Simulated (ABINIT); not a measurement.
# WS2 (R3m) in ABINIT: single point with LDA

Aim: the single point of WS2 with LDA.

Everything below comes from runs of ABINIT 10.8.3 (patched build). Logs are shortened: lines on timing, memory, paths and dates and some standing lists are left out, and cuts for length are marked. The log counts tension as positive stress, the text compression.

## (1) The crystal as given

Symmetry: R3m, No. 160, trigonal system. Conventional cell: a = 3.158 Å, b = 3.158 Å, c = 18.490 Å, α = 90.00°, β = 90.00°, γ = 120.00°. W (site symmetry 3m) has 6 S at 2.39 to 2.42 Å as nearest neighbours. S (site symmetry 3m) is surrounded by 3 W at 2.42 Å. S (site symmetry 3m) has 3 W at 2.39 Å as nearest neighbours.

Measurements of this composition are mostly on another form, of space group No. 194.

## (2) Single point, LDA

File run.abi:

```
# Pseudopotentials
pp_dirpath "./"
pseudos "W.upf, S.upf"

# Structure
acell 3*1.0 Angstrom
rprim
     1.5790000000     0.9116360751     6.1633333333
    -1.5790000000     0.9116360751     6.1633333333
     0.0000000000    -1.8232721501     6.1633333333
ntypat 2
znucl 74 16
natom 3
typat 1 2 2
xred
     0.0000000000     0.0000000000     0.0000000000
     0.5810000000     0.5810000000     0.5810000000
     0.7503000000     0.7503000000     0.7503000000

# Plane-wave basis
ecut 30.0

# k points
kptopt 1
ngkpt 8 8 8
nshiftk 1
shiftk 0.0 0.0 0.0

# Exchange and correlation
ixc 7

# Bands and occupations
nband 17
occopt 3
tsmear 0.05 eV

# SCF cycle
nstep 100
tolvrs 1.0e-10

# Output
iomode 3
prtwf 0
prtden 0
prteig 0
prtebands 0
enunit 2
```

Potentials or basis: PseudoDojo NC SR LDA v0.4.1 standard.

Command:

```
mpirun --bind-to none -np 4 abinit run.abi > log 2>&1
```

run.abo:

```text
.Version 10.8.3 of ABINIT
 Symmetries : space group R3 m (#160); Bravais hR (rhombohedral)
================================================================================
 Values of the parameters that define the memory need of the present run
     intxc =       0    ionmov =       0      iscf =       7    lmnmax =       8
     lnmax =       8     mgfft =      60  mpssoang =       4    mqgrid =    3001
     natom =       3  nloc_mem =       1    nspden =       1   nspinor =       1
    nsppol =       1      nsym =       6    n1xccc =    2501    ntypat =       2
    occopt =       3   xclevel =       1
       mpw =        2851          nfft =      216000          nkpt =          65
================================================================================
================================================================================

--------------------------------------------------------------------------------
------------- Echo of variables that govern the present computation ------------
--------------------------------------------------------------------------------
 -outvars: echo values of preprocessed input variables --------
            acell      1.8897261259E+00  1.8897261259E+00  1.8897261259E+00 Bohr
              amu      1.83850000E+02  3.20660000E+01
             ecut      3.00000000E+01 Hartree
           enunit           2
                       outvar_i_n : Printing only first  50 k-points.
              ixc           7
                       outvar_i_n : Printing only first  50 k-points.
         kptrlatt        8    0    0      0    8    0      0    0    8
          kptrlen      4.77420408E+01
            natom           3
            nband          17
            ngfft          60      60      60
             nkpt          65
            nstep         100
             nsym           6
           ntypat           2
                       prtocc : prtvol=0, do not print more k-points.
           occopt           3
           prtden           0
        prtebands           0
           prteig           0
            prtwf           0
            rprim      1.5790000000E+00  9.1163607510E-01  6.1633333333E+00
                      -1.5790000000E+00  9.1163607510E-01  6.1633333333E+00
                       0.0000000000E+00 -1.8232721501E+00  6.1633333333E+00
          spgroup         160
           tolvrs      1.00000000E-10
           tsmear      1.83746611E-03 Hartree
            typat      1  2  2
                       outvars : Printing only first  50 k-points.
           xangst      0.0000000000E+00  0.0000000000E+00  0.0000000000E+00
                      -5.5134224817E-17  5.8099958856E-11  1.0742690000E+01
                       2.5393573261E-16  7.5029893182E-11  1.3873047000E+01
            xcart      0.0000000000E+00  0.0000000000E+00  0.0000000000E+00
                      -1.0418858507E-16  1.0979301016E-10  2.0300741955E+01
                       4.7986898822E-16  1.4178594937E-10  2.6216259362E+01
             xred      0.0000000000E+00  0.0000000000E+00  0.0000000000E+00
                       5.8100000000E-01  5.8100000000E-01  5.8100000000E-01
                       7.5030000000E-01  7.5030000000E-01  7.5030000000E-01
            znucl       74.00000   16.00000

================================================================================

 chkinp: Checking input parameters for consistency.

================================================================================
== DATASET  1 ==================================================================

--- !DatasetInfo
iteration_state: {dtset: 1, }
dimensions: {natom: 3, nkpt: 65, mband: 17, nsppol: 1, nspinor: 1, nspden: 1, mpw: 2851, }
cutoff_energies: {ecut:  30.0, pawecutdg:  -1.0, }
electrons: {nelect:   2.60000000E+01, charge:   0.00000000E+00, occopt:   3.00000000E+00, tsmear:   1.83746611E-03, }
meta: {optdriver: 0, ionmov: 0, optcell: 0, iscf: 7, paral_kgb: 0, }
...

 Exchange-correlation functional for the present dataset will be:
  LDA: Perdew-Wang 92 LSD fit to Ceperley-Alder data - ixc=7
  J.P.Perdew and Y.Wang, PRB 45, 13244 (1992)

 Real(R)+Recip(G) space primitive vectors, cartesian coordinates (Bohr,Bohr^-1):
 R(1)=  2.9838776  1.7227425 11.6470120  G(1)=  0.1675672  0.0967450  0.0286196
 R(2)= -2.9838776  1.7227425 11.6470120  G(2)= -0.1675672  0.0967450  0.0286196
 R(3)=  0.0000000 -3.4454850 11.6470120  G(3)=  0.0000000 -0.1934899  0.0286196
 Unit cell volume ucvol=  3.5922549E+02 bohr^3
 Angles (23,13,12)=  2.84426739E+01  2.84426739E+01  2.84426739E+01 degrees

 getcut: wavevector=  0.0000  0.0000  0.0000  ngfft=  60  60  60
         ecut(hartree)=     30.000   => boxcut(ratio)=   2.00448

--- Pseudopotential description ------------------------------------------------
- pspini: atom type   1  psp file is ./W.upf
12 -1012 3 -1 1380                            pspcod,pspxc,lmax,lloc,mmax
     nproj     2     2     2     2

- pspini: atom type   2  psp file is ./S.upf
12 -1012 2 -1 1132                            pspcod,pspxc,lmax,lloc,mmax
     nproj     2     2     2     0

   7.42794390E+02                                ecore*ucvol(ha*bohr**3)
--------------------------------------------------------------------------------

================================================================================

--- !BeginCycle
iteration_state: {dtset: 1, }
solver: {iscf: 7, nstep: 100, nline: 4, wfoptalg: 0, }
tolerances: {tolvrs: 1.00E-10, }
...

     iter   Etot(hartree)      deltaE(h)  residm     vres2
 ETOT  1  -98.081530326351    -9.808E+01 9.332E-02 3.133E+02
 ETOT  2  -98.092837389371    -1.131E-02 2.131E-02 1.647E+03
 ETOT  3  -98.142236505918    -4.940E-02 1.491E-02 2.940E+00
 ETOT  4  -98.142295189001    -5.868E-05 3.728E-03 5.054E+00
 ETOT  5  -98.142371235674    -7.605E-05 9.632E-04 2.565E-02
 ETOT  6  -98.142372075892    -8.402E-07 2.135E-03 3.266E-03
 ETOT  7  -98.142372145499    -6.961E-08 2.995E-04 1.715E-04
 ETOT  8  -98.142372149803    -4.305E-09 1.068E-03 2.412E-06
 ETOT  9  -98.142372149864    -6.024E-11 3.750E-04 1.307E-07
 ETOT 10  -98.142372149869    -5.059E-12 6.003E-04 1.081E-09
 ETOT 11  -98.142372149868     1.094E-12 3.188E-04 3.766E-11

 At SCF step   11       vres2   =  3.77E-11 < tolvrs=  1.00E-10 =>converged.

 Cartesian components of stress tensor (hartree/bohr^3)
  sigma(1 1)=  1.43079612E-04  sigma(3 2)= -3.19053020E-14
  sigma(2 2)=  1.43079612E-04  sigma(3 1)=  0.00000000E+00
  sigma(3 3)=  1.27907216E-04  sigma(2 1)=  0.00000000E+00

--- !ResultsGS
iteration_state: {dtset: 1, }
comment   : Summary of ground state results
lattice_vectors:
- [  2.9838776,   1.7227425,  11.6470120, ]
- [ -2.9838776,   1.7227425,  11.6470120, ]
- [  0.0000000,  -3.4454850,  11.6470120, ]
lattice_lengths: [  12.14596,   12.14596,   12.14596, ]
lattice_angles: [ 28.443,  28.443,  28.443, ] # degrees, (23, 13, 12)
lattice_volume:   3.5922549E+02
convergence: {deltae:  1.094E-12, res2:  3.766E-11, residm:  3.188E-04, diffor: null, }
etotal    :  -9.81423721E+01
entropy   :   0.00000000E+00
fermie    :   3.60081674E-01
cartesian_stress_tensor: # hartree/bohr^3
- [  1.43079612E-04,   0.00000000E+00,   0.00000000E+00, ]
- [  0.00000000E+00,   1.43079612E-04,  -3.19053020E-14, ]
- [  0.00000000E+00,  -3.19053020E-14,   1.27907216E-04, ]
pressure_GPa:  -4.0608E+00
xred      :
- [  0.0000E+00,   0.0000E+00,   0.0000E+00,  W]
- [  5.8100E-01,   5.8100E-01,   5.8100E-01,  S]
- [  7.5030E-01,   7.5030E-01,   7.5030E-01,  S]
cartesian_forces: # hartree/bohr
- [  4.31826239E-18,   3.18700597E-18,  -1.13411378E-02, ]
- [ -2.87902503E-18,  -1.26692018E-18,   1.15256491E-02, ]
- [ -1.43923736E-18,  -1.92008579E-18,  -1.84511266E-04, ]
force_length_stats: {min:   1.84511266E-04, max:   1.15256491E-02, mean:   7.68376605E-03, }
...

 Integrated electronic density in atomic spheres:
 ------------------------------------------------
 Atom  Sphere_radius  Integrated_density
    1        2.00000         10.18510539
    2        2.00000          3.94404544
    3        2.00000          3.96790047
================================================================================

 ----iterations are completed or convergence reached----

 Mean square residual over all n,k,spin=   50.241E-08; max=  31.882E-05
 reduced coordinates (array xred) for    3 atoms
       0.000000000000      0.000000000000      0.000000000000
       0.581000000000      0.581000000000      0.581000000000
       0.750300000000      0.750300000000      0.750300000000
 rms dE/dt=  1.0874E-01; max dE/dt=  1.3209E-01; dE/dt below (all hartree)
    1       0.132090385008      0.132090385008      0.132090385008
    2      -0.134239356778     -0.134239356778     -0.134239356778
    3       0.002149021508      0.002149021508      0.002149021508

 cartesian coordinates (angstrom) at end:
    1      0.00000000000000     0.00000000000000     0.00000000000000
    2     -0.00000000000000     0.00000000005810    10.74268999994190
    3      0.00000000000000     0.00000000007503    13.87304699992497

 cartesian forces (hartree/bohr) at end:
    1      0.00000000000000     0.00000000000000    -0.01134113781049
    2     -0.00000000000000    -0.00000000000000     0.01152564907610
    3     -0.00000000000000    -0.00000000000000    -0.00018451126561
 frms,max,avg= 5.3902797E-03 1.1525649E-02   0.000E+00  0.000E+00 -1.423E-09 h/b

 cartesian forces (eV/Angstrom) at end:
    1      0.00000000000000     0.00000000000000    -0.58318475414475
    2     -0.00000000000000    -0.00000000000000     0.59267270490149
    3     -0.00000000000000    -0.00000000000000    -0.00948795075674
 frms,max,avg= 2.7717933E-01 5.9267270E-01   0.000E+00  0.000E+00 -7.320E-08 e/A
 length scales=  1.889726125908  1.889726125908  1.889726125908 bohr
              =  1.000000000000  1.000000000000  1.000000000000 angstroms
 Fermi (or HOMO) energy (hartree) =   0.36008   Average Vxc (hartree)=  -0.42174
 Eigenvalues (hartree) for nkpt=  65  k points:
 kpt#   1, nband= 17, wtk=  0.00195, kpt=  0.0000  0.0000  0.0000 (reduced coord)
  -2.40043   -1.08692   -1.07996   -1.07996   -0.23152   -0.15738    0.06022    0.21207
   0.21207    0.25807    0.25807    0.28565    0.29674    0.42200    0.42200    0.43526
   0.43526
      occupation numbers for kpt#   1
   2.00000    2.00000    2.00000    2.00000    2.00000    2.00000    2.00000    2.00000
   2.00000    2.00000    2.00000    2.00000    2.00000    0.00000    0.00000    0.00000
   0.00000
 prteigrs : prtvol=0 or 1, do not print more k-points.

 Fermi (or HOMO) energy (eV) =   9.79832   Average Vxc (eV)= -11.47610
 Eigenvalues (   eV  ) for nkpt=  65  k points:
 kpt#   1, nband= 17, wtk=  0.00195, kpt=  0.0000  0.0000  0.0000 (reduced coord)
 -65.31904  -29.57654  -29.38734  -29.38734   -6.30001   -4.28265    1.63869    5.77078
   5.77078    7.02232    7.02232    7.77298    8.07474   11.48333   11.48333   11.84413
  11.84413
 prteigrs : prtvol=0 or 1, do not print more k-points.

--- !EnergyTerms
iteration_state     : {dtset: 1, }
comment             : Components of total free energy in Hartree
kinetic             :  2.81501473293432E+01
hartree             :  2.57956198736763E+01
xc                  : -2.28521807511567E+01
Ewald energy        : -5.99631140346701E+01
psp_core            :  2.06776639684919E+00
local_psp           : -8.71105575240175E+01
non_local_psp       :  1.57699465772488E+01
internal            : -9.81423721327269E+01
'-kT*entropy'       : -1.71407649859695E-08
total_energy        : -9.81423721498676E+01
total_energy_eV     : -2.67058999566686E+03
band_energy         : -9.17828938528448E+00
...

 Cartesian components of stress tensor (hartree/bohr^3)
  sigma(1 1)=  1.43079612E-04  sigma(3 2)= -3.19053020E-14
  sigma(2 2)=  1.43079612E-04  sigma(3 1)=  0.00000000E+00
  sigma(3 3)=  1.27907216E-04  sigma(2 1)=  0.00000000E+00

-Cartesian components of stress tensor (GPa)         [Pressure= -4.0608E+00 GPa]
- sigma(1 1)=  4.20954753E+00  sigma(3 2)= -9.38686394E-10
- sigma(2 2)=  4.20954752E+00  sigma(3 1)=  0.00000000E+00
- sigma(3 3)=  3.76316021E+00  sigma(2 1)=  0.00000000E+00

== END DATASET(S) ==============================================================
================================================================================

 -outvars: echo values of variables after computation  --------
            acell      1.8897261259E+00  1.8897261259E+00  1.8897261259E+00 Bohr
           etotal     -9.8142372150E+01
            fcart      4.3182623890E-18  3.1870059679E-18 -1.1341137810E-02
                      -2.8790250291E-18 -1.2669201811E-18  1.1525649076E-02
                      -1.4392373599E-18 -1.9200857867E-18 -1.8451126561E-04
            rprim      1.5790000000E+00  9.1163607510E-01  6.1633333333E+00
                      -1.5790000000E+00  9.1163607510E-01  6.1633333333E+00
                       0.0000000000E+00 -1.8232721501E+00  6.1633333333E+00
           strten      1.4307961233E-04  1.4307961212E-04  1.2790721570E-04
                      -3.1905302022E-14  0.0000000000E+00  0.0000000000E+00
           xangst      0.0000000000E+00  0.0000000000E+00  0.0000000000E+00
                      -5.5134224817E-17  5.8099958856E-11  1.0742690000E+01
                       2.5393573261E-16  7.5029893182E-11  1.3873047000E+01
             xred      0.0000000000E+00  0.0000000000E+00  0.0000000000E+00
                       5.8100000000E-01  5.8100000000E-01  5.8100000000E-01
                       7.5030000000E-01  7.5030000000E-01  7.5030000000E-01
 Calculation completed.
```

Run time: 96 s. Hardware: 4 MPI ranks of Intel Xeon Platinum 8259CL at 2.50GHz (Skylake/Cascade Lake), shared host; peak memory 0.48 GiB.

Results:

```yaml
Free_energy: -2670.5900 eV
Pressure: -4.1 GPa
Largest_force: 0.593 eV/Å
Band_gap_on_the_k_mesh: 1.10 eV, indirect (least direct gap 2.28 eV)
Valence_electrons_inside_the_program's_atomic_spheres: W 10.19; S 3.94, 3.97
```

Forces in eV/Å, atoms in the order of the input:
```
W    0.000  0.000 -0.583
S    0.000  0.000  0.593
S    0.000  0.000 -0.009
```

Stress tensor (GPa, compression positive):
```
-4.21  0.00  0.00
 0.00 -4.21  0.00
 0.00  0.00 -3.76
```

Levels at points of the mesh, in eV from the valence-band top:
| k point | band 11 | band 12 | band 13 | band 14 | band 15 | band 16 |
| --- | --- | --- | --- | --- | --- | --- |
| (0.00, 0.00, 0.00) | -2.30 | -1.55 | -1.24 | 2.16 | 2.16 | 2.53 |
| (0.50, 0.00, 0.00) | -2.55 | -1.79 | -1.72 | 2.25 | 2.54 | 3.54 |
| (0.50, 0.50, 0.00) | -3.17 | -1.99 | -1.53 | 2.21 | 2.65 | 3.14 |
| (0.50, 0.50, 0.50) | -2.26 | -2.26 | 0.00 | 2.28 | 2.28 | 2.36 |

Caveat: spin-orbit coupling is left out, which moves the levels of the heavy elements. A k mesh can miss the band edges.
